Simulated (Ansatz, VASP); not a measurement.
**Two plane-wave programs on AlN**

```
CELL_PARAMETERS angstrom
3.03704 0.00000 0.00000
-1.51852 2.63015 0.00000
0.00000 0.00000 4.86103
ATOMIC_POSITIONS crystal
Al 0.32404 0.66667 0.00152
Al 0.67596 0.33333 0.50152
N 0.34163 0.66667 0.38348
N 0.65837 0.33333 0.88348
```

Change from the starting cell: mode 4 frozen in at -0.029 Å, equal normal strain along x, y and z -0.0167.

Alike in both runs: task single point; functional LDA; k mesh 9 × 9 × 6; occupations gaussian, width 0.05 eV; no spin polarisation.

```csv
,VASP,Ansatz
version,VASP 6.6.1,Ansatz 0.2.0
potentials or method,"VASP PAW LDA potentials, release 64 (Al, N)","scalar-relativistic, plane waves, PAW"
plane-wave cutoff (eV),520,520
valence electrons in the cell,16,16
```

```tsv
	VASP	Ansatz	Ansatz less VASP
gap on the k mesh at the Fermi level (eV)	4.87	4.86	-0.009
least direct gap on the mesh (eV)	4.87	4.86	-0.009
pressure (GPa)	12.5	11.7	-0.82
largest component of the traceless stress (GPa)	0.58	0.54	-0.037
rms of the force components (eV/Å)	0.073	0.073	0.0000
```

Atom by atom the forces differ by 0.001 eV/Å (rms over components). Ansatz warned: «pseudo_functional_mismatch».

Caveats: an odd mesh through Γ misses points on the zone boundary, where band edges often lie.
